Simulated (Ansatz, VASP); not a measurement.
**One calculation of SiO2 (Stishovite), two programs**

File INCAR:

```
SYSTEM = SiO2
PREC     = Accurate       ! precision mode
ENCUT    = 600            ! plane-wave cutoff, eV
EDIFF    = 1E-6           ! SCF threshold, eV
ISMEAR   = 0              ! smearing method
SIGMA    = 0.02           ! smearing width, eV
LREAL    = .FALSE.        ! projectors in reciprocal space
LASPH    = .TRUE.         ! aspherical terms in the spheres
NELM     = 80             ! most SCF steps
ALGO     = Normal         ! electronic algorithm
ISIF     = 4              ! what is computed and relaxed
LWAVE    = .FALSE.        ! write WAVECAR
LCHARG   = .FALSE.        ! write CHGCAR
GGA      = PE             ! functional
IBRION   = 2              ! ionic algorithm
NSW      = 50             ! ionic steps
EDIFFG   = -0.01          ! ionic threshold
```

Contents of KPOINTS:

```
Automatic mesh
0
G
  6 6 8
  0 0 0
```

POSCAR

```
SiO2
1.0
    4.2779136890      0.0000000000      0.0000000000
    0.0000000000      4.2779136890      0.0000000000
    0.0000000000      0.0000000000      2.7172025021
Si O
2 4
Direct
    0.0000000000      0.0000000000      0.0000000000
    0.5000000000      0.5000000000      0.5000000000
    0.3069734713      0.3069734713      0.0000000000
    0.1930265287      0.8069734713      0.5000000000
    0.6930265287      0.6930265287      0.0000000000
    0.8069734713      0.1930265287      0.5000000000
```

Input for Ansatz:

```yaml
crystal:
  lattice:
    - [4.277913689, 0.0, 0.0]
    - [0.0, 4.277913689, 0.0]
    - [0.0, 0.0, 2.7172025021]
  atoms:
    - { symbol: Si, position: [0.0, 0.0, 0.0] }
    - { symbol: Si, position: [0.5, 0.5, 0.5] }
    - { symbol: O, position: [0.3069734713, 0.3069734713, 0.0] }
    - { symbol: O, position: [0.1930265287, 0.8069734713, 0.5] }
    - { symbol: O, position: [0.6930265287, 0.6930265287, 0.0] }
    - { symbol: O, position: [0.8069734713, 0.1930265287, 0.5] }
basis:
  ecutwfc: 420
kpoints:
  mp_grid: { grid: [6, 6, 8] }
hamiltonian:
  xc: pbe
scf:
  occupations: { method: gaussian, width: 0.02 }
output:
  forces: true
  stress: true
  eigenvalues: true
relax:
  adjacent_minimum: "off"
  f_tol: 0.01
  max_steps: 30
  cell: { stress_tol: 0.1, fix: [volume] }
```

Alike in both runs: task relaxation of shape and atoms at fixed volume; functional PBE; k mesh 6 × 6 × 8; occupations gaussian, width 0.02 eV; no spin polarisation.

```csv
,VASP,Ansatz
version,VASP 6.6.1,Ansatz 0.2.0
potentials or method,"VASP PAW PBE potentials, release 64 (Si, O)","scalar-relativistic, plane waves, PAW"
plane-wave cutoff (eV),600,420
valence electrons in the cell,32,32
```

|  | VASP | Ansatz | Ansatz less VASP |
| --- | --- | --- | --- |
| gap on the k mesh at the Fermi level, each at its own relaxed structure (eV) | 4.61 | 4.64 | +0.031 |
| relaxed volume (Å³/atom) | 8.29 | 8.29 | 0.000 |
| relaxed cell length with the largest relative difference (Å) | 2.704 | 2.701 | -0.0024 |

A k mesh can miss the band edges. As with any semilocal functional, this PBE gap is likely too small.
